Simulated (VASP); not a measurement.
# GaP: convergence, Bader charges

GaP, F-43m (no. 216), 2 atoms in the cell. LDA, Bader analysis of the density; PAW potentials Ga_d, P (LDA set). VASP 6.6.1.

Wanted: Bader charges within 0.02 e; Bader volumes within 2 %.

Bader charges: positive where electrons are lost; found after the run by Yu and Trinkle's weights, with regions from AECCAR0 + AECCAR2 (from CHGCAR where LAECHG is off, as in the naive input) and electrons from CHGCAR.

POSCAR:
```
GaP
1.0
    0.0000000000      2.7252500000      2.7252500000
    2.7252500000      0.0000000000      2.7252500000
    2.7252500000      2.7252500000      0.0000000000
Ga P
1 1
Direct
    0.0000000000      0.0000000000      0.0000000000
    0.7500000000      0.7500000000      0.7500000000
```

The series start from Fine FFT grid: 60 × 60 × 60; Cutoff ENCUT (eV): 500; k mesh: 6 × 6 × 6; PREC: Accurate. Each series keeps the choices made before it, and each single choice may use up half of a tolerance.

## Fine FFT grid

| Fine FFT grid | Bader charges, largest deviation (e) | Bader volumes, largest deviation against the largest value | SCF iterations | Time (s) |
|---|---|---|---|---|
| 36 × 36 × 36 | 0.021 | 0.64 % | 12 | 3.4 |
| 44 × 44 × 44 | 0.013 | 0.41 % | 12 | 3.9 |
| 60 × 60 × 60 | 0.009 | 0.28 % | 12 | 4.3 |
| 80 × 80 × 80 | 0.005 | 0.16 % | 12 | 6.3 |
| 98 × 98 × 98 | 0.003 | 0.097 % | 12 | 9.3 |
| 126 × 126 × 126 | 0.001 | 0.036 % | 12 | 16 |
| 150 × 150 × 150 (reference) | 0.000 | 0 % | 12 | 29 |

Chosen: 60 × 60 × 60, the loosest value from which every tighter one stays within half of the tolerance.

## Cutoff ENCUT (eV)

| Cutoff ENCUT (eV) | Bader charges, largest deviation (e) | Bader volumes, largest deviation against the largest value | SCF iterations | Time (s) |
|---|---|---|---|---|
| 250 | 0.027 | 0.28 % | 12 | 3.3 |
| 300 | 0.014 | 0.19 % | 12 | 3.4 |
| 350 | 0.011 | 0.14 % | 12 | 3.4 |
| 400 | 0.006 | 0.044 % | 12 | 4.6 |
| 500 | 0.001 | 0.016 % | 12 | 4.3 |
| 600 | 0.001 | 0.012 % | 12 | 4.8 |
| 750 (reference) | 0.000 | 0 % | 12 | 6.6 |

Chosen: 400.

## k mesh

| k mesh | Bader charges, largest deviation (e) | Bader volumes, largest deviation against the largest value | SCF iterations | Time (s) |
|---|---|---|---|---|
| 3 × 3 × 3 | 0.074 | 1.5 % | 12 | 3.0 |
| 4 × 4 × 4 | 0.030 | 0.63 % | 12 | 3.5 |
| 5 × 5 × 5 | 0.013 | 0.28 % | 12 | 3.7 |
| 6 × 6 × 6 | 0.006 | 0.13 % | 12 | 4.6 |
| 8 × 8 × 8 | 0.001 | 0.028 % | 12 | 6.4 |
| 10 × 10 × 10 | 0.000 | 0.0081 % | 12 | 8.4 |
| 12 × 12 × 12 (reference) | 0.000 | 0 % | 12 | 12 |

Chosen: 6 × 6 × 6.

## PREC

| PREC | Bader charges, largest deviation (e) | Bader volumes, largest deviation against the largest value | SCF iterations | Time (s) |
|---|---|---|---|---|
| Accurate | 0.000 | 0 % | 12 | 4.6 |
| Normal | 0.000 | 0 % | 12 | 3.2 |

Chosen: Accurate; Normal would be accurate enough too and is faster here.

## All choices together

| Input | Bader charges, largest deviation (e) | Bader volumes, largest deviation against the largest value | Time (s) |
|---|---|---|---|
| pseudo valence density as the reference, default grid (naive) | 0.024 | 0.37 % | 2.4 |
| chosen settings | 0.009 | 0.19 % | 4.6 |
| reference settings throughout | 0.000 | 0 % | 40 |

The tolerance is met.

Values of the reference run: Bader charges: 0.7406, -0.7406 e; Bader volumes: 15.68, 24.8 Å³.

## The input

INCAR:
```
SYSTEM = GaP
PREC = Accurate ; ENCUT = 400
EDIFF = 1E-6 ; ISMEAR = 0
SIGMA = 0.02 ; LASPH = .TRUE.
LREAL = .FALSE. ; ALGO = Normal
NELM = 120 ; LWAVE = .FALSE.
LCHARG = .TRUE. ; NBANDS = 16
KPAR = 2 ; GGA = CA
LAECHG = .TRUE. ; LORBIT = 11
NGXF = 60 ; NGYF = 60
NGZF = 60
```

KPOINTS:
```
Automatic mesh
0
Gamma
  6 6 6
  0 0 0
```

Commands:
```
cat potpaw_LDA.64/Ga_d/POTCAR potpaw_LDA.64/P/POTCAR > POTCAR
mpirun -np 2 vasp_std > vasp.out
```

Limits: the charges usually drift with the spacing of the fine grid, so the finest grid run can still be off by some thousandths to hundredths of an electron.

The chosen input took VASP 6.6.1 4.6 s on 2 cores (Intel Xeon Platinum 8488C (Sapphire Rapids)), a shared host.
